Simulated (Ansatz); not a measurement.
# BP (F-43m) in Ansatz: notebook

The runs below take BP through single point, with PBE.

Program: Ansatz 0.2.0. These are calculated values, not measurements. Logs are shortened: lines on timing, memory, paths and dates and some standing lists are left out, and cuts for length are marked.

## Step 1: The crystal as given

Symmetry: F-43m, No. 216, cubic system. Conventional cell: a = 4.538 Å, b = 4.538 Å, c = 4.538 Å, α = 90.00°, β = 90.00°, γ = 90.00°. P (site symmetry -43m) has 4 B at 1.97 Å as nearest neighbours. B (site symmetry -43m) has 4 P at 1.97 Å as nearest neighbours.

## Step 2: Single point, PBE

Input file input.yaml:

```yaml
crystal:
  lattice:
    - [0.0, 2.269, 2.269]
    - [2.269, 0.0, 2.269]
    - [2.269, 2.269, 0.0]
  atoms:
    - { symbol: P, position: [0.75, 0.75, 0.75] }
    - { symbol: B, position: [0.0, 0.0, 0.0] }
kpoints:
  mp_grid: { grid: [6, 6, 6] }
scf:
  occupations: { method: fermi_dirac, width: 0.04 }
hamiltonian:
  xc: pbe
  pseudopotentials: { kind: all_electron, lapw: { basis_error: 0.002 } }
output:
  forces: true
  stress: true
  eigenvalues: true
```

Potentials or basis: all-electron LAPW, scalar-relativistic.

On the command line:

```sh
> ansatz run input.yaml --threads 1 --pin off --max-ram 3072MiB --backend cpu --events-out ev --progress --plain --runs-dir out
```

Standard output:

```text
Warning: RAYON_NUM_THREADS=1 ignored (pool sized by the plan → 1); use --threads N
LAPW: plane waves up to 8.156 Å⁻¹, error target 2.0e-3 eV per atom; small_component_spin mean_spin; B in spheres of 0.910 Å, 5 of its electrons in bands, Dirac shells []; P in spheres of 1.055 Å, 13 of its electrons in bands, Dirac shells [] (how accurate: hamiltonian.pseudopotentials.lapw.basis_error, Limitations)
Engine: ansatz 0.2.0, x86_64-unknown-linux-gnu
Pseudopotentials: kind: all_electron
Pseudopotential: P, LAPW, valence charge 13, lapw/all_electron/scalar/gaussian/P, Koelling and Harmon's equation, gaussian nucleus
Pseudopotential: B, LAPW, valence charge 5, lapw/all_electron/scalar/gaussian/B, Koelling and Harmon's equation, gaussian nucleus
Functional definition: PBE
  parameter kappa = 0.804
  parameter beta = 0.06672455060314922
  exchange = pbe_x(kappa = kappa, mu = beta*pi^2/3)
  correlation = pbe_c(beta = beta)
Crystal: 2 atoms, lattice volume = 23.363 Å³
Basis set: ecut = 253.44716799177323 eV, 181 PW (Γ), exchange–correlation at level 2
Bands: 13, of which v1, the nominal top of the filled ones, is band 9 counted from 1 (8 counted from 0)
Symmetry: 24 space group operations
Space group: F-43m (ITA 216), of the structure as read, at distance tolerance 2.9e-5 Å
k-points: 16 of 216 (time reversal used)
Non-local potential: P, projectors of the file, none
Non-local potential: B, projectors of the file, none
Initial density: superposition of atomic densities (chi_scale 0.1, normalization cell, long waves kept (reshape's long-wave potential 0.00 eV rms))
Initial wavefunctions: plane waves of lowest kinetic energy (no species holds an atomic orbital)
Functional: x = pbe(κ = 0.804, μ = 0.2195149727645171), c = pbe(β = 0.06672455060314922)
iter 1 solved again at ethr=1.08e-2 eV; its pass at ethr=1.00e-1 eV (dr2=1.94e0 eV) is discarded
SCF iter   1: F=—  HF=-9986.680726 eV  |F-HF|=—  |Δ(HF+E_count)|=         —  Δρ=8.60e-2  dr2=1.94e0  ethr=1.08e-2  ⟨swp⟩=2.0  Hψ=1539  notcnv=0
preconditioner: auto → none  [insulator: Δε(μ)=2.034 eV  Ē_g=12.931 eV  σ=0.040 eV  W_gap=1.00  n_scr=8 (ndim 8)  ℏωp=21.7 eV  f_vac=0.000  D(μ)=0.00/eV (n_scr^D=0)  ε∞_Penn≈3.8]
iter 2 solved again at ethr=8.62e-4 eV; its pass at ethr=1.08e-2 eV (dr2=1.55e-1 eV) is discarded
SCF iter   2: F=—  HF=-9986.043428 eV  |F-HF|=—  |Δ(HF+E_count)|=   6.37e-1  Δρ=2.79e-2  dr2=1.55e-1  ethr=8.62e-4  ⟨swp⟩=2.0  Hψ=1098  notcnv=0
SCF iter   3: F=—  HF=-9986.005758 eV  |F-HF|=—  |Δ(HF+E_count)|=         —  Δρ=1.11e-2  dr2=2.11e-2  ethr=8.62e-4  ⟨swp⟩=2.0  Hψ=573  notcnv=0
the basis was enlarged: its passes take 350.6 KiB over the memory plan, 1 of 1 planned eigensolver slots
SCF iter   4: F=—  HF=-9986.003003 eV  |F-HF|=—  |Δ(HF+E_count)|=   2.75e-3  Δρ=1.32e-3  dr2=1.77e-4  ethr=1.17e-4  ⟨swp⟩=2.4  Hψ=586  notcnv=0
SCF iter   5: F=—  HF=-9986.003120 eV  |F-HF|=—  |Δ(HF+E_count)|=   1.16e-4  Δρ=1.50e-4  dr2=2.92e-6  ethr=9.81e-7  ⟨swp⟩=2.7  Hψ=529  notcnv=0
SCF iter   6: F=-9986.003124 eV  HF=-9986.003123 eV  |F-HF|=8.29e-8  |Δ(HF+E_count)|=   3.67e-6  Δρ=1.64e-5  dr2=3.31e-8  ethr=1.62e-8  ⟨swp⟩=3.0  Hψ=557  notcnv=0
SCF 1 converged in 6 iterations: F = -9986.003124 eV  dr2 = 3.31e-8
SCF converged after 6 iterations
Free energy (F): -9986.003124 eV
Harris-Foulkes:  -9986.003123 eV  (|F-HF|=8.29e-8)
Internal energy: -9986.003124 eV  (E = F + TS)
E sigma→0 (E₀):  -9986.003124 eV
Fermi energy:    10.865169 eV
--- Per-component energies (eV) ---
  E_band       = -1263.904428
  E_kinetic    = 10016.205697
  E_xc         = -743.649746
  E_electrostatic = -19258.559075  (all electrons and nuclei)
  E_smearing   = -0.000000  (= −TS)
  E_closure    = 0.000000  (closes the sum)
  E_atoms      = -9973.111326  (free atoms, spherical and without spin; not in F)
  Σ components = -9986.003124   (vs F -9986.003124, Δ=0.00e0)
  Basis errors (estimates in eV, not in F): energy 1.3e-3 per atom: plane waves 1.3e-3 (7.7e-4 summed), levels above the bands 2.8e-96, relativity 7.6e-9, radial functions 4.5e-5, core shells 2.9e-13; eigenvalues (radial functions only) 5.2e-6; not estimated: angular momenta, meshes, grids; target (lapw.basis_error) 2.0e-3; muffin-tin radii B 0.910 Å, P 1.055 Å
--- Forces (eV/Å), atoms counted from 1 ---
  atom   1  P      0.00000000    -0.00000000     0.00000000
  atom   2  B     -0.00000000     0.00000000     0.00000000
  max |Σ_I F_I| component: 2.31e-17 eV/Å
--- Stress (GPa, compression-positive) ---
        1.226875       0.000000       0.000000
        0.000000       1.226875       0.000000
        0.000000       0.000000       1.226875
  P = ⅓ Tr σ = 1.2269 GPa (12.269 kbar)
--- Band table (eV; the first three rows and the last of 16) ---
  k-point 0: bands = ["-162.7593", "-158.1571", "-108.6331", "-108.6331", "-108.6331", "-5.2533", "10.2062", "10.2062", "10.2062", "13.6104", "13.6104", "13.6104", "17.5852"]
  k-point 1: bands = ["-162.7593", "-158.1571", "-108.6331", "-108.6331", "-108.6331", "-4.7555", "7.3717", "9.5420", "9.5420", "14.2260", "14.5126", "14.5126", "18.8729"]
  k-point 2: bands = ["-162.7593", "-158.1571", "-108.6332", "-108.6331", "-108.6331", "-3.3385", "3.4770", "8.7391", "8.7391", "14.1017", "15.0609", "15.0609", "20.3173"]
  k-point 15: bands = ["-162.7593", "-158.1571", "-108.6332", "-108.6332", "-108.6332", "-0.2003", "1.9849", "4.9081", "5.0319", "14.0354", "14.6525", "19.3087", "19.9726"]
```

It took 4.5 s on 1 thread of Intel Xeon at 2.50GHz (Skylake/Cascade Lake), shared host; peak memory 0.22 GiB.

Results:

```yaml
Free_energy: -9986.0031 eV
Pressure: 1.2 GPa
Band_gap_on_the_k_mesh: 1.34 eV, indirect (least direct gap 3.40 eV)
```

A k mesh can miss the band edges. PBE gaps usually lie below the measured ones, often by a third to a half.

## Step 3: Single point, PBE

Input file input.yaml:

```yaml
crystal:
  lattice:
    - [0.0, 2.269, 2.269]
    - [2.269, 0.0, 2.269]
    - [2.269, 2.269, 0.0]
  atoms:
    - { symbol: P, position: [0.75, 0.75, 0.75] }
    - { symbol: B, position: [0.0, 0.0, 0.0] }
kpoints:
  mp_grid: { grid: [10, 10, 10] }
scf:
  occupations: { method: gaussian, width: 0.023 }
hamiltonian:
  xc: pbe
  pseudopotentials: { kind: all_electron, lapw: { basis_error: 0.001 } }
output:
  forces: true
  stress: true
  eigenvalues: true
```

Potentials or basis: all-electron LAPW, scalar-relativistic.

On the command line:

```sh
> ansatz run input.yaml --threads 1 --pin off --max-ram 3072MiB --backend cpu --events-out ev --progress --plain --runs-dir out
```

Standard output:

```text
Warning: RAYON_NUM_THREADS=1 ignored (pool sized by the plan → 1); use --threads N
LAPW: plane waves up to 8.585 Å⁻¹, error target 1.0e-3 eV per atom; small_component_spin mean_spin; B in spheres of 0.908 Å, 5 of its electrons in bands, Dirac shells []; P in spheres of 1.057 Å, 13 of its electrons in bands, Dirac shells [] (how accurate: hamiltonian.pseudopotentials.lapw.basis_error, Limitations)
[... 9 set-up lines as earlier in the session ...]
Crystal: 2 atoms, lattice volume = 23.363 Å³
Basis set: ecut = 280.7857558855297 eV, 259 PW (Γ), exchange–correlation at level 2
Bands: 13, of which v1, the nominal top of the filled ones, is band 9 counted from 1 (8 counted from 0)
[... 2 set-up lines as earlier in the session ...]
k-points: 47 of 1000 (time reversal used)
[... 5 set-up lines as earlier in the session ...]
iter 1 solved again at ethr=1.07e-2 eV; its pass at ethr=1.00e-1 eV (dr2=1.92e0 eV) is discarded
SCF iter   1: F=—  HF=-9986.693827 eV  |F-HF|=—  |Δ(HF+E_count)|=         —  Δρ=8.58e-2  dr2=1.93e0  ethr=1.07e-2  ⟨swp⟩=2.0  Hψ=4532  notcnv=0
preconditioner: auto → none  [insulator: Δε(μ)=1.921 eV  Ē_g=12.925 eV  σ=0.023 eV  W_gap=1.00  n_scr=8 (ndim 8)  ℏωp=21.7 eV  f_vac=0.000  D(μ)=0.00/eV (n_scr^D=0)  ε∞_Penn≈3.8]
iter 2 solved again at ethr=8.48e-4 eV; its pass at ethr=1.07e-2 eV (dr2=1.53e-1 eV) is discarded
SCF iter   2: F=—  HF=-9986.060890 eV  |F-HF|=—  |Δ(HF+E_count)|=   6.33e-1  Δρ=2.78e-2  dr2=1.53e-1  ethr=8.48e-4  ⟨swp⟩=2.0  Hψ=3274  notcnv=0
SCF iter   3: F=—  HF=-9986.023841 eV  |F-HF|=—  |Δ(HF+E_count)|=         —  Δρ=1.10e-2  dr2=2.07e-2  ethr=8.48e-4  ⟨swp⟩=2.0  Hψ=1685  notcnv=0
the basis was enlarged: its passes take 161.9 KiB over the memory plan, 1 of 1 planned eigensolver slots
SCF iter   4: F=—  HF=-9986.021128 eV  |F-HF|=—  |Δ(HF+E_count)|=   2.71e-3  Δρ=1.31e-3  dr2=1.75e-4  ethr=1.15e-4  ⟨swp⟩=2.4  Hψ=1714  notcnv=0
SCF iter   5: F=—  HF=-9986.021241 eV  |F-HF|=—  |Δ(HF+E_count)|=   1.12e-4  Δρ=1.48e-4  dr2=2.86e-6  ethr=9.70e-7  ⟨swp⟩=2.7  Hψ=1571  notcnv=0
SCF iter   6: F=-9986.021244 eV  HF=-9986.021244 eV  |F-HF|=8.07e-8  |Δ(HF+E_count)|=   3.51e-6  Δρ=1.62e-5  dr2=3.25e-8  ethr=1.59e-8  ⟨swp⟩=3.0  Hψ=1650  notcnv=0
SCF 1 converged in 6 iterations: F = -9986.021244 eV  dr2 = 3.25e-8
SCF converged after 6 iterations
Free energy (F): -9986.021244 eV
Harris-Foulkes:  -9986.021244 eV  (|F-HF|=8.07e-8)
Internal energy: -9986.021244 eV  (E = F + TS)
E sigma→0 (E₀):  -9986.021244 eV
Fermi energy:    10.822644 eV
--- Per-component energies (eV) ---
  E_band       = -1264.063948
  E_kinetic    = 10016.164254
  E_xc         = -743.633231
  E_electrostatic = -19258.552267  (all electrons and nuclei)
  E_smearing   = -0.000000  (= −TS)
  E_closure    = 0.000000  (closes the sum)
  E_atoms      = -9973.111326  (free atoms, spherical and without spin; not in F)
  Σ components = -9986.021244   (vs F -9986.021244, Δ=0.00e0)
  Basis errors (estimates in eV, not in F): energy 6.2e-4 per atom: plane waves 6.0e-4 (3.6e-4 summed), levels above the bands 0.0e0, relativity 9.0e-9, radial functions 2.7e-5, core shells 2.8e-13; eigenvalues (radial functions only) 3.0e-6; not estimated: angular momenta, meshes, grids; target (lapw.basis_error) 1.0e-3; muffin-tin radii B 0.908 Å, P 1.057 Å
--- Forces (eV/Å), atoms counted from 1 ---
  atom   1  P      0.00000000     0.00000000    -0.00000000
  atom   2  B     -0.00000000     0.00000000    -0.00000000
  max |Σ_I F_I| component: 2.78e-17 eV/Å
--- Stress (GPa, compression-positive) ---
        1.091154      -0.000000      -0.000000
       -0.000000       1.091154       0.000000
       -0.000000       0.000000       1.091154
  P = ⅓ Tr σ = 1.0912 GPa (10.912 kbar)
--- Band table (eV; the first three rows and the last of 47) ---
  k-point 0: bands = ["-162.7710", "-158.1671", "-108.6434", "-108.6434", "-108.6434", "-5.2573", "10.1997", "10.1997", "10.1997", "13.6067", "13.6067", "13.6067", "17.5790"]
  k-point 1: bands = ["-162.7710", "-158.1671", "-108.6434", "-108.6434", "-108.6434", "-5.0771", "8.9003", "9.9058", "9.9058", "14.0133", "14.0133", "14.0396", "18.1007"]
  k-point 2: bands = ["-162.7710", "-158.1671", "-108.6434", "-108.6434", "-108.6434", "-4.5436", "6.5601", "9.3477", "9.3477", "14.2347", "14.7304", "14.7304", "19.2738"]
  k-point 46: bands = ["-162.7710", "-158.1671", "-108.6435", "-108.6435", "-108.6435", "-0.1593", "2.0781", "4.6749", "4.8442", "14.8061", "15.6102", "18.4305", "18.8747"]
```

Wall time 12 s (1 thread of Intel Xeon at 2.50GHz (Skylake/Cascade Lake), shared host); peak memory 0.25 GiB.

Results:

```yaml
Free_energy: -9986.0212 eV
Pressure: 1.1 GPa
Band_gap_on_the_k_mesh: 1.25 eV, indirect (least direct gap 3.41 eV)
```

## Step 4: Single point, PBE

input.yaml, as its differences from that of step 3:

```diff
@@ -11,3 +11,3 @@
 scf:
-  occupations: { method: gaussian, width: 0.023 }
+  occupations: { method: gaussian, width: 0.022 }
 hamiltonian:
```

On the command line:

```sh
> ansatz run input.yaml --threads 1 --pin off --max-ram 3072MiB --backend cpu --events-out ev --progress --plain --runs-dir out
```

Wall time 11 s (1 thread of Intel Xeon at 2.50GHz (Skylake/Cascade Lake), shared host); peak memory 0.26 GiB.

It converged, with:

```yaml
Free_energy: -9986.0212 eV
Pressure: 1.1 GPa
Band_gap_on_the_k_mesh: 1.25 eV, indirect (least direct gap 3.41 eV)
```

Levels at points of the mesh, in eV from the valence-band top:
| k point | band 6 | band 7 | band 8 | band 9 | band 10 | band 11 | band 12 | band 13 |
| --- | --- | --- | --- | --- | --- | --- | --- | --- |
| (0.00, 0.00, 0.00) | -15.46 | 0.00 | 0.00 | 0.00 | 3.41 | 3.41 | 3.41 | 7.38 |
| (0.00, 0.00, -0.50) | -12.13 | -9.03 | -1.76 | -1.76 | 3.78 | 4.71 | 4.71 | 10.13 |
| (0.00, -0.50, -0.50) | -10.60 | -8.58 | -4.11 | -4.11 | 1.34 | 1.66 | 12.08 | 12.08 |

## Step 5: The runs side by side

```tsv
k mesh	cutoff (eV)	smearing	basis error allowed	gap on the mesh (eV)	pressure (GPa)
6 × 6 × 6	253	fermi-dirac 0.04 eV	0.002 eV/atom	1.34	1.2
10 × 10 × 10	281	gaussian 0.023 eV	0.001 eV/atom	1.25	1.1
10 × 10 × 10	281	gaussian 0.022 eV	0.001 eV/atom	1.25	1.1
```

Alike in all rows: task single point; level PBE; potentials or basis all-electron LAPW, scalar-relativistic; no spin polarisation; cell as given.

On the cell as given the gap runs from 1.25 eV (PBE) to 1.34 eV (PBE); the meshes differ, which moves gaps too.

Compare energies only between runs with the same functional and basis.
